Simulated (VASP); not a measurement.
# CO2 (Cmce) in VASP: settings compared

The runs below take CO2 through evGW0 quasiparticle levels, band structure, with PBEsol, LDA.

All numbers are computed with VASP 6.6.1; they aren't measurements. Logs are shortened: lines on timing, memory, paths and dates and some standing lists are left out, and cuts for length are marked.

## 1. The structure

It takes space group Cmce (No. 64, orthorhombic). Conventional cell: a = 5.272 Å, b = 4.775 Å, c = 6.587 Å, α = 90.00°, β = 90.00°, γ = 90.00°. Around O (site symmetry m) lie 1 C at 1.17 Å. Around C (site symmetry 2/m) lie 2 O at 1.17 Å.

The cell comes from a database or a generator and needn't be the stable form of this composition.

## 2. EvGW0 quasiparticle levels, PBEsol

File POSCAR:

```
CO2
1.0
    2.6359112300     -2.3873781200      0.0000000000
    2.6359112300      2.3873781200      0.0000000000
    0.0000000000      0.0000000000      6.5871749100
O C
4 2
Direct
    0.3065085700      0.6934914300      0.6081566100
    0.6934914300      0.3065085700      0.3918433900
    0.1934914300      0.8065085700      0.1081566100
    0.8065085700      0.1934914300      0.8918433900
    0.5000000000      0.5000000000      0.5000000000
    0.0000000000      0.0000000000      0.0000000000
```

File INCAR.step1:

```
SYSTEM = CO2
  PREC = Accurate
  ENCUT = 500
  EDIFF = 1E-8
  ISMEAR = 0
  SIGMA = 0.01
  LREAL = .FALSE.
  LASPH = .TRUE.
  NELM = 100
  ALGO = Normal
  LWAVE = .TRUE.
  LCHARG = .FALSE.
  GGA = PS
  KPAR = 4
```

File INCAR.step2:

```
SYSTEM = CO2
  PREC = Accurate
  ENCUT = 500
  EDIFF = 1E-8
  ISMEAR = 0
  SIGMA = 0.01
  LREAL = .FALSE.
  LASPH = .TRUE.
  NELM = 1
  ALGO = Exact
  LWAVE = .TRUE.
  LCHARG = .FALSE.
  GGA = PS
  NBANDS = 361
  LOPTICS = .TRUE.
  ISTART = 1
  KPAR = 4
```

File INCAR.step3:

```
SYSTEM = CO2
  PREC = Accurate
  ENCUT = 500
  EDIFF = 1E-8
  ISMEAR = 0
  SIGMA = 0.01
  LREAL = .FALSE.
  LASPH = .TRUE.
  ALGO = EVGW0
  LWAVE = .FALSE.
  LCHARG = .FALSE.
  GGA = PS
  NELMGW = 4
  NBANDS = 361
  ENCUTGW = 150
  NOMEGA = 50
  PRECFOCK = Fast
  ISTART = 1
  NBANDSGW = 24
  KPAR = 4
```

File KPOINTS:

```
regular mesh
0
G
  4 4 2
  0 0 0
```

Potentials or basis: VASP PAW PBE potentials, release 64 (O_GW, C_GW).

The run is started by

```console
$ cat potpaw_PBE.64/O_GW/POTCAR potpaw_PBE.64/C_GW/POTCAR > POTCAR
$ cp INCAR.step1 INCAR
$ mpirun -np 4 vasp_std > vasp.out
$ cp INCAR.step2 INCAR
$ mpirun -np 4 vasp_std > vasp.out
$ cp INCAR.step3 INCAR
$ mpirun -np 4 vasp_std > vasp.out
```

OUTCAR:

```text
SYSTEM = CO2
   PREC = Accurate
   ENCUT = 500
   EDIFF = 1E-8
   ISMEAR = 0
   LREAL = .FALSE.
   LASPH = .TRUE.
   GGA = PS
   NELMGW = 4
   ENCUTGW = 150
   PRECFOCK = Fast
   ISTART = 1

 ion  position               nearest neighbor table
   1  0.307  0.693  0.608-   5 1.17
   2  0.693  0.307  0.392-   5 1.17
   3  0.193  0.807  0.108-   6 1.17
   4  0.807  0.193  0.892-   6 1.17
   5  0.500  0.500  0.500-   1 1.17   2 1.17
   6  0.000  0.000  0.000-   3 1.17   4 1.17

  LATTYP: Found a base centered orthorhombic cell.
 ALAT       =     4.7747562400
 B/A-ratio  =     1.1041029521
 C/A-ratio  =     1.3795834968

  Lattice vectors:

 A1 = (  -2.6359112300,  -2.3873781200,   0.0000000000)
 A2 = (   2.6359112300,  -2.3873781200,   0.0000000000)
 A3 = (   0.0000000000,   0.0000000000,   6.5871749100)

Analysis of symmetry for initial positions (statically):
=====================================================================
 Subroutine PRICEL returns:
 Original cell was already a primitive cell.

 Routine SETGRP: Setting up the symmetry group for a
 base centered orthorhombic supercell.

 Subroutine GETGRP returns: Found  8 space group operations
 (whereof  4 operations were pure point group operations)
 out of a pool of  8 trial point group operations.

The static configuration has the point symmetry C_2h.
 The point group associated with its full space group is D_2h.

Analysis of symmetry for dynamics (positions and initial velocities):
=====================================================================
 Subroutine PRICEL returns:
 Original cell was already a primitive cell.

 Routine SETGRP: Setting up the symmetry group for a
 base centered orthorhombic supercell.

 Subroutine GETGRP returns: Found  8 space group operations
 (whereof  4 operations were pure point group operations)
 out of a pool of  8 trial point group operations.

The dynamic configuration has the point symmetry C_2h.
 The point group associated with its full space group is D_2h.

 Subroutine INISYM returns: Found  8 space group operations
 (whereof  4 operations are pure point group operations),
 and found     1 'primitive' translations

----------------------------------------------------------------------------------------

                                     Primitive cell

  volume of cell :      82.9051

  direct lattice vectors                    reciprocal lattice vectors
     2.635911230 -2.387378120  0.000000000     0.189687723 -0.209434775  0.000000000
     2.635911230  2.387378120  0.000000000     0.189687723  0.209434775  0.000000000
     0.000000000  0.000000000  6.587174910     0.000000000  0.000000000  0.151810148

  length of vectors
     3.556346763  3.556346763  6.587174910     0.282567439  0.282567439  0.151810148

  position of ions in fractional coordinates (direct lattice)
     0.306508570  0.693491430  0.608156610
     0.693491430  0.306508570  0.391843390
     0.193491430  0.806508570  0.108156610
     0.806508570  0.193491430  0.891843390
     0.500000000  0.500000000  0.500000000
     0.000000000  0.000000000  0.000000000

  ion indices of the primitive-cell ions
   primitive index   ion index
                 1           1
                 2           2
                 3           3
                 4           4
                 5           5
                 6           6

----------------------------------------------------------------------------------------

 KPOINTS: regular mesh

Automatic generation of k-mesh.
 Grid dimensions read from file:
 generate k-points for:    4    4    2

 Generating k-lattice:

  Cartesian coordinates                     Fractional coordinates (reciprocal lattice)
     0.047421931 -0.052358694  0.000000000     0.250000000  0.000000000  0.000000000
     0.047421931  0.052358694  0.000000000     0.000000000  0.250000000  0.000000000
     0.000000000  0.000000000  0.075905074     0.000000000  0.000000000  0.500000000

  Length of vectors
     0.070641860  0.070641860  0.075905074

  Shift w.r.t. Gamma in fractional coordinates (k-lattice)
     0.000000000  0.000000000  0.000000000

 Subroutine IBZKPT returns following result:
 ===========================================

 Found     14 irreducible k-points:

 Following reciprocal coordinates:
            Coordinates               Weight
  0.000000  0.000000  0.000000      1.000000
  0.250000  0.000000  0.000000      4.000000
  0.500000  0.000000  0.000000      2.000000
  0.250000  0.250000  0.000000      2.000000
  0.500000  0.250000  0.000000      4.000000
 -0.250000  0.250000  0.000000      2.000000
  0.500000  0.500000  0.000000      1.000000
  0.000000  0.000000  0.500000      1.000000
  0.250000  0.000000  0.500000      4.000000
  0.500000  0.000000  0.500000      2.000000
  0.250000  0.250000  0.500000      2.000000
  0.500000  0.250000  0.500000      4.000000
 -0.250000  0.250000  0.500000      2.000000
  0.500000  0.500000  0.500000      1.000000
[... 32 lines left out ...]
   EFERMI =   0.00;   METHOD = LEGACY
   ISMEAR =     0;   SIGMA  =   0.01  broadening in eV -4-tet -1-fermi 0-gaus
   EFERMI_NEDOS =   21; number of points for ismear=-14 and -15
   IALGO  =     38    algorithm
   IMIX   =      4    mixing-type and parameters
     AMIX     =   0.40;   BMIX     =  1.00
     AMIX_MAG =   1.60;   BMIX_MAG =  1.00
  volume/ion in A,a.u.               =      13.82        93.25
  Fermi-wavevector in a.u.,A,eV,Ry     =   1.191968  2.252492 19.330976  1.420787
  Thomas-Fermi vector in A             =   2.328017
   LORBIT       =      0    0 simple, 1 ext, 2 COOP (PROOUT), +10 PAW based schemes
   GGA     = PS    functional components
   LHFCALC =     T    Hartree Fock is set to
   PRECFOCK=fast      Normal, Fast or Accurate (Low or Medium for compatibility)
   ENCUT4O =  -1.0   cutoff for four orbital integrals eV
   NKREDX  =     1    reduce k-point grid by
   NKREDY  =     1    reduce k-point grid by
   NKREDZ  =     1    reduce k-point grid by
   AEXX    =    1.0000 exact exchange contribution
   HFSCREEN=    0.0000 screening length (either q_TF or 0.3 A-1)
   HFSCREENC=   0.0000 screening length for correlation (either q_TF or 0.3 A-1)
   ENCUTFOCK=  -1.0 apply spherical cutoff to Coloumb kernel
   IVDW    =     0    specifies the selected vdW correction
   LEPSILON=     F    determine dielectric tensor
   LRPA    =     F    only Hartree local field effects (RPA)
   LRPAFORCE           =     F    calculate RPA forces
   ENCUTGW             = 150.0    cutoff for response function in eV
   ENCUTGWSOFT         = 120.0    soft cutoff for Coulomb kernel in GW response function in eV
   ENCUTLF             =  -1.0    cutoff for local field effects
   NELMGW              =     4    number of iterations in solving QP/BSE equation
   NELMHF              =     1    number of iterations in the inner HF iteration
   NKREDLFX            =     1    NKREDLFY  =   1   NKREDLFZ  =   1
 non-spin polarized calculation
 Gauss-broadening in eV      SIGMA  =   0.01
  energy-cutoff  :      500.00
  volume of cell :       82.91
 maximum number of plane-waves:      2129
 NGX is ok and might be reduce to    28
  NGX = 14; NGY = 14; NGZ = 28
   NGX = 13   NGY = 13   NGZ = 25
 maximum number of plane-waves:       357

 QP shifts <psi_nk| G(iteration)W_0 |psi_nk>: iteration 1
 for sc-GW calculations column KS-energies equals QP-energies in previous step
 and V_xc(KS)=  KS-energies - (<T + V_ion + V_H > + <T+V_H+V_ion>^1  + <V_x>^1)

 k-point   1 :       0.0000    0.0000    0.0000
  band No.  KS-energies  QP-energies   sigma(KS)   V_xc(KS)     V^pw_x(r,r')   Z            occupation Imag(sigma)

      1     -23.9288     -28.0714     -24.6389     -19.4178     -31.5857       0.7934       2.0000       1.8584
      2     -23.7586     -28.0906     -24.8373     -19.6247     -31.7190       0.8311       2.0000       1.8412
      3     -22.7436     -26.6073     -25.5619     -20.6823     -32.3360       0.7918       2.0000       1.6024
      4     -22.6629     -26.4975     -25.6560     -20.7934     -32.4017       0.7886       2.0000       1.5776
      5      -8.3456     -11.0083     -22.0637     -18.6264     -26.5118       0.7746       2.0000       0.1159
      6      -8.2682     -10.9022     -22.3235     -18.9127     -26.8361       0.7723       2.0000       0.1164
[... 16 lines left out ...]
     23       9.8832      11.2500      -7.2915      -8.8793      -3.8572       0.8609       0.0000      -0.0718
     24      12.6756      13.8917      -5.6656      -7.0581      -2.3133       0.8733       0.0000      -0.0812

 k-point   2 :       0.2500    0.0000    0.0000
  band No.  KS-energies  QP-energies   sigma(KS)   V_xc(KS)     V^pw_x(r,r')   Z            occupation Imag(sigma)

      1     -23.8473     -28.0453     -24.7269     -19.5128     -31.6524       0.8051       2.0000       1.8466
      2     -23.7227     -28.0315     -24.8744     -19.6676     -31.7532       0.8275       2.0000       1.8379
      3     -22.7572     -26.6404     -25.5532     -20.6720     -32.3273       0.7955       2.0000       1.6041
      4     -22.7039     -26.5404     -25.6129     -20.7425     -32.3678       0.7877       2.0000       1.5859
      5      -8.6049     -11.2631     -21.1190     -17.6696     -25.3512       0.7706       2.0000       0.1263
      6      -8.3269     -10.9622     -22.1827     -18.7687     -26.6740       0.7719       2.0000       0.1176
[... 16 lines left out ...]
     23       9.9367      11.2510      -7.0099      -8.5301      -3.6599       0.8645       0.0000      -0.0688
     24      11.2955      12.6017      -6.5913      -8.1034      -3.1953       0.8638       0.0000      -0.0748
[... 1488 lines left out ...]
     23      12.9662      12.9670      -8.8488      21.8160      -5.0053       0.8483       0.0000      -0.0919
     24      12.9662      12.9670      -8.8488      21.8160      -5.0053       0.8483       0.0000      -0.0919

 k-point  14 :       0.5000    0.5000    0.5000
  band No. old QP-enery  QP-energies   sigma(KS)   T+V_ion+V_H  V^pw_x(r,r')   Z            occupation Imag(sigma)

      1     -28.7361     -28.7305     -24.8761      -3.8541     -31.8436       0.9556       2.0000       1.8417
      2     -28.7361     -28.7305     -24.8761      -3.8541     -31.8436       0.9556       2.0000       1.8417
      3     -27.8358     -27.8432     -25.7147      -2.1294     -32.3073       0.8988       2.0000       1.4510
      4     -27.8358     -27.8432     -25.7147      -2.1294     -32.3073       0.8988       2.0000       1.4510
      5     -11.9791     -11.9989     -21.4245       9.4192     -25.9979       0.7578       2.0000       0.1357
      6     -11.9791     -11.9989     -21.4245       9.4192     -25.9979       0.7578       2.0000       0.1357
[... 16 lines left out ...]
     23      12.0109      12.0111      -7.1468      19.1579      -3.7933       0.8620       0.0000      -0.0706
     24      12.0109      12.0111      -7.1468      19.1579      -3.7933       0.8620       0.0000      -0.0706
```

Wall time 14 min (4 MPI ranks of Intel Xeon Platinum 8488C (Sapphire Rapids), shared host); peak memory 1.6 GiB.

What came out:

- Band gap on the k mesh, mean-field level: 6.54 eV, indirect (least direct gap 7.10 eV)
- Quasiparticle gap: 10.79 eV
- Least direct quasiparticle gap: 11.53 eV

Levels at points of the mesh, in eV from the valence-band top:
| k point | band 14 | band 15 | band 16 | band 17 | band 18 | band 19 |
| --- | --- | --- | --- | --- | --- | --- |
| (0.00, 0.00, 0.00) | -0.93 | -0.62 | -0.56 | 6.54 | 7.10 | 7.65 |
| (0.50, 0.00, 0.00) | -0.70 | -0.29 | -0.29 | 7.56 | 7.56 | 8.56 |
| (0.50, 0.50, 0.00) | -0.64 | -0.33 | 0.00 | 7.77 | 8.83 | 8.93 |
| (0.00, 0.00, 0.50) | -0.80 | -0.73 | -0.73 | 7.43 | 7.43 | 7.62 |
| (0.50, 0.00, 0.50) | -0.77 | -0.25 | -0.25 | 7.63 | 7.63 | 8.61 |
| (0.50, 0.50, 0.50) | -0.67 | -0.30 | -0.30 | 8.35 | 8.35 | 8.87 |

Quasiparticle gap after each update of the energies (eV): 10.27, 10.71, 10.78, 10.79

Caveat: the k mesh is coarse (spacing up to 0.48 Å⁻¹), so the values aren't converged; the cutoff is under 1.25 times the usual one of these potentials, so pressure, stress and relaxed cells hold a basis-set (Pulay) error; bands, screening cutoff and mesh are small and nothing is extrapolated, so the quasiparticle values aren't converged; the standard files for N, O and F lose accuracy on very short bonds; the PAW data sets were made with another functional, which shifts forces and pressure a little. A k mesh can miss the band edges.

## 3. Band structure, LDA

File INCAR:

```
ALGO = Normal
EDIFF = 1E-6
ENCUT = 520
GGA = CA
ISIF = 2
ISMEAR = 0
KPAR = 2
LASPH = True
LCHARG = False
LREAL = False
LWAVE = False
NELM = 80
PREC = Accurate
SIGMA = 0.02
```

File KPOINTS:

```
k-points
0
Gamma
  8 8 4
```

POSCAR is that of step 2.

File KPOINTS_OPT:

```
path GXSRAZGYX1A1TY,ZT
20
line-mode
reciprocal
 0.0000000000  0.0000000000  0.0000000000  G
 0.4550788467 -0.4550788467  0.0000000000  X

 0.4550788467 -0.4550788467  0.0000000000  X
 0.0000000000 -0.5000000000  0.0000000000  S

 0.0000000000 -0.5000000000  0.0000000000  S
 0.0000000000 -0.5000000000 -0.5000000000  R

 0.0000000000 -0.5000000000 -0.5000000000  R
 0.4550788467 -0.4550788467 -0.5000000000  A

 0.4550788467 -0.4550788467 -0.5000000000  A
 0.0000000000  0.0000000000 -0.5000000000  Z

 0.0000000000  0.0000000000 -0.5000000000  Z
 0.0000000000  0.0000000000  0.0000000000  G

 0.0000000000  0.0000000000  0.0000000000  G
-0.5000000000 -0.5000000000  0.0000000000  Y

-0.5000000000 -0.5000000000  0.0000000000  Y
-0.4550788467 -0.5449211533  0.0000000000  X1

-0.4550788467 -0.5449211533  0.0000000000  X1
-0.4550788467 -0.5449211533 -0.5000000000  A1

-0.4550788467 -0.5449211533 -0.5000000000  A1
-0.5000000000 -0.5000000000 -0.5000000000  T

-0.5000000000 -0.5000000000 -0.5000000000  T
-0.5000000000 -0.5000000000  0.0000000000  Y

 0.0000000000  0.0000000000 -0.5000000000  Z
-0.5000000000 -0.5000000000 -0.5000000000  T
```

Potentials or basis: VASP PAW LDA potentials, release 64 (O, C).

The run is started by

```console
$ cat potpaw_LDA.64/O/POTCAR potpaw_LDA.64/C/POTCAR > POTCAR
$ mpirun -np 2 vasp_std > vasp.out
```

Wall time 65 s (2 MPI ranks of Intel Xeon 6975P-C (Granite Rapids), shared host); peak memory 0.24 GiB.

It converged, with:

* Free energy: -49.7307 eV
* Pressure: -0.8 GPa
* Largest force: 0.196 eV/Å
* Band gap on the k mesh: 6.30 eV, indirect (least direct gap 6.88 eV)
* Band gap along the path: 6.30 eV, indirect (least direct gap 6.88 eV)

Forces on the atoms (eV/Å):
```
O    0.000  0.164  0.108
O    0.000 -0.164 -0.108
O    0.000 -0.164  0.108
O    0.000  0.164 -0.108
C    0.000  0.000  0.000
C    0.000  0.000  0.000
```

Stress tensor (GPa, compression positive):
```
-1.29  0.00  0.00
 0.00 -0.16  0.00
 0.00  0.00 -0.98
```

Levels at the corners of the path, in eV from the valence-band top:
```csv
point,band 12,band 13,band 14,band 15,band 16,band 17,band 18,band 19,band 20
Γ,-3.47,-1.00,-0.96,-0.63,-0.58,6.30,6.97,7.54,7.68
X,-3.56,-0.99,-0.67,-0.33,-0.01,7.65,8.69,8.82,8.85
X,-3.56,-0.99,-0.67,-0.33,-0.01,7.65,8.69,8.82,8.85
S,-3.66,-0.72,-0.72,-0.29,-0.29,7.44,7.44,8.46,8.46
S,-3.66,-0.72,-0.72,-0.29,-0.29,7.44,7.44,8.46,8.46
R,-3.55,-0.79,-0.79,-0.25,-0.25,7.52,7.52,8.51,8.51
R,-3.55,-0.79,-0.79,-0.25,-0.25,7.52,7.52,8.51,8.51
A,-3.92,-0.67,-0.67,-0.32,-0.32,8.23,8.23,8.75,8.75
A,-3.92,-0.67,-0.67,-0.32,-0.32,8.23,8.23,8.75,8.75
Z,-3.55,-0.82,-0.82,-0.75,-0.75,7.31,7.31,7.38,7.38
Z,-3.55,-0.82,-0.82,-0.75,-0.75,7.31,7.31,7.38,7.38
Γ,-3.47,-1.00,-0.96,-0.63,-0.58,6.30,6.97,7.54,7.68
Γ,-3.47,-1.00,-0.96,-0.63,-0.58,6.30,6.97,7.54,7.68
Y,-3.54,-1.02,-0.67,-0.34,0.00,7.65,8.73,8.84,8.91
Y,-3.54,-1.02,-0.67,-0.34,0.00,7.65,8.73,8.84,8.91
X1,-3.56,-0.99,-0.67,-0.33,-0.01,7.65,8.69,8.82,8.85
X1,-3.56,-0.99,-0.67,-0.33,-0.01,7.65,8.69,8.82,8.85
A1,-3.92,-0.67,-0.67,-0.32,-0.32,8.23,8.23,8.75,8.75
A1,-3.92,-0.67,-0.67,-0.32,-0.32,8.23,8.23,8.75,8.75
T,-3.99,-0.70,-0.70,-0.32,-0.32,8.24,8.24,8.78,8.78
T,-3.99,-0.70,-0.70,-0.32,-0.32,8.24,8.24,8.78,8.78
Y,-3.54,-1.02,-0.67,-0.34,0.00,7.65,8.73,8.84,8.91
Z,-3.55,-0.82,-0.82,-0.75,-0.75,7.31,7.31,7.38,7.38
T,-3.99,-0.70,-0.70,-0.32,-0.32,8.24,8.24,8.78,8.78
```

Caveat: the standard files for N, O and F lose accuracy on very short bonds.

## 4. For comparison

An earlier run on the cell as given: functional PBEsol; potentials or basis VASP PAW PBE potentials, release 64 (O, C); cutoff 520 eV; k mesh 8 × 8 × 4; occupations fermi-dirac, width 0.05 eV; no spin polarisation.

- Pressure: 2.8 GPa
- Largest force: 0.665 eV/Å
- Band gap on the k mesh: 6.52 eV, indirect (least direct gap 7.09 eV)

## 5. The runs side by side

| task | level | potentials or basis | k mesh | cutoff (eV) | smearing | ladder | GW scheme | GW iterations | cutoff of the response function | frequency points | mesh quality | gap on the mesh (eV) | pressure (GPa) | largest force (eV/Å) |
| --- | --- | --- | --- | --- | --- | --- | --- | --- | --- | --- | --- | --- | --- | --- |
| evGW0 quasiparticle levels | PBEsol | VASP PAW PBE potentials, release 64 (O_GW, C_GW) | 4 × 4 × 2 | 500 | gaussian 0.01 eV | free | evGW0 | 4 | 150 | 50 | coarse | - | - | - |
| band structure | LDA | VASP PAW LDA potentials, release 64 (O, C) | 8 × 8 × 4 | 520 | gaussian 0.02 eV | gaps | - | - | - | - | not flagged | 6.30 | -0.8 | 0.20 |
| single point | PBEsol | VASP PAW PBE potentials, release 64 (O, C) | 8 × 8 × 4 | 520 | fermi-dirac 0.05 eV | free | - | - | - | - | not flagged | 6.52 | 2.8 | 0.66 |

Alike in all rows: no spin polarisation; cell as given.

Caveats: some runs use coarse meshes; the standard files for N, O and F lose accuracy on very short bonds; the PAW data sets were made with another functional, which shifts forces and pressure a little (some runs); the cutoff is under 1.25 times the usual one of these potentials, so pressure, stress and relaxed cells hold a basis-set (Pulay) error (some runs); bands, screening cutoff and mesh are small and nothing is extrapolated, so the quasiparticle values aren't converged (some runs).

Absolute energies hang on the potentials; compare differences alone.
